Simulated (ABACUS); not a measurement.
# K under changes of volume

One of the cells (80.087 Å³/atom); the others are scaled copies at fixed shape and fractional positions:

```
CELL_PARAMETERS angstrom
4.31044 0.00000 0.00000
0.00000 4.31044 0.00000
0.00000 0.00000 4.31044
ATOMIC_POSITIONS crystal
K 0.00000 0.00000 0.00000
```

This isn't the form of K at room conditions, which is bcc.

```yaml
Program: ABACUS 3.10.1
Functional: PBE
Potentials_or_basis: PseudoDojo NC SR 0.4.1 PBE standard
Cutoff: 1007 eV
Density_cutoff: 4027 eV
Basis: plane waves
k_mesh: 6 × 6 × 6
Occupations: fermi-dirac, width 0.05 eV
Spin: no spin polarisation
```

```csv
volume (Å³/atom),energy over the lowest point (meV/atom),pressure (GPa)
75.282,?,?
76.884,0.52,0.1
78.486,0.00,0.0
80.087,0.06,0.0
81.689,0.64,-0.1
83.291,1.71,-0.1
84.893,3.21,-0.2
```

Task: What does the run at 75.282 Å³/atom give?

Result: Energy over the lowest point 1.68 meV/atom; pressure 0.2 GPa.

Worked out: A Birch-Murnaghan fit of order 3 (a polynomial in V^(-2/3)) to the other rows has its minimum at 79.11 Å³/atom with B0 = V·E''(V) = 2.8 GPa and B' = 3.6. It gives 1.67 meV/atom at 75.282 Å³/atom, against the run's 1.68, and -dE/dV = 0.1 GPa, against 0.2.

Energies are extrapolated to zero smearing.
